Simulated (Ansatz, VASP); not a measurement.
One calculation of Pt, two programs

Contents of INCAR:

```
SYSTEM = Pt
PREC = Accurate ; ENCUT = 520
EDIFF = 1E-7 ; ISMEAR = -1
SIGMA = 0.05 ; LREAL = .False.
LASPH = .True. ; NELM = 80
ALGO = Normal ; ISIF = 2
LWAVE = .False. ; LCHARG = .False.
GGA = CA ; NBANDS = 11
```

Contents of KPOINTS:

```
regular mesh
0
Gamma
  17 17 17
  0 0 0
```

The input POSCAR:

```
Pt
1.0
    0.0000000000      1.6778059707      1.6778059707
    1.6778059707      0.0000000000      1.6778059707
    1.6778059707      1.6778059707      0.0000000000
Pt
1
Direct
    0.0000000000      0.0000000000      0.0000000000
```

Input for Ansatz:

```yaml
crystal:
  lattice:
    - [0.0, 1.6778059707, 1.6778059707]
    - [1.6778059707, 0.0, 1.6778059707]
    - [1.6778059707, 1.6778059707, 0.0]
  atoms:
    - { symbol: Pt, position: [0.0, 0.0, 0.0] }
kpoints:
  mp_grid: { grid: [17, 17, 17] }
scf:
  occupations: { method: fermi_dirac, width: 0.05 }
hamiltonian:
  xc: lda
  pseudopotentials: { kind: all_electron, lapw: { basis_error: 0.001 } }
output:
  forces: true
  stress: true
  eigenvalues: true
  populations: true
```

Change from the starting cell: volume scaled by 0.64, LAPW.

Alike in both runs: task single point; functional LDA; k mesh 17 × 17 × 17; occupations fermi-dirac, width 0.05 eV; no spin polarisation.

```csv
,VASP,Ansatz
version,VASP 6.6.1,Ansatz 0.2.0
potentials or method,"VASP PAW LDA potentials, release 64 (Pt)","all-electron LAPW, scalar-relativistic"
plane-wave cutoff (eV),520,see its input
```

|  | VASP | Ansatz | Ansatz less VASP |
| --- | --- | --- | --- |
| pressure (GPa) | 437.2 | 427.3 | -9.84 |

Ansatz ran all-electron here, so the differences hold the error of VASP's frozen core and of both bases.

Caveats: the cell as given lies far from equilibrium; so large a pressure means that the cell lies far from this level's equilibrium, or that cutoff or potentials fall short (VASP). The runs have no spin-orbit coupling, so splittings on Pt are missing.
